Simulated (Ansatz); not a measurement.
Wires are cut from relaxed bulk NaH (Fm-3m, 14.10 Å³/atom, gap on the mesh 3.76 eV); atoms and period are relaxed, and energies count from that bulk.

Method: DFT PBE, scalar-relativistic, plane waves, PAW in Ansatz.

Cutoff 420 eV, Gaussian smearing of 0.05 eV, energies at zero smearing, symmetry of each start kept, no spin polarisation.

| start | atoms | k mesh | excess energy (eV per host atom) | line energy (eV/Å) | period (Å) | gap on the mesh (eV) | highest filled level or Fermi level under vacuum (eV) |
| --- | --- | --- | --- | --- | --- | --- | --- |
| [001] wire, 12 host atoms a period | 12 | 1×1×7 | 0.183 | 0.509 | 4.304 | 3.40 | 4.37 |
| [001] wire, 16 host atoms a period | 16 | 1×1×7 | 0.146 | 0.525 | 4.441 | 2.99 | 4.15 |

An odd mesh misses points on the zone edge, so a gap read on it can be too wide.

Each run keeps its start's symmetry and one magnetic start, so lower states can exist.

Cost: 2 runs of about 9.9 core-minutes in all, on Intel Xeon Platinum 8259CL (Skylake/Cascade Lake) (shared hosts).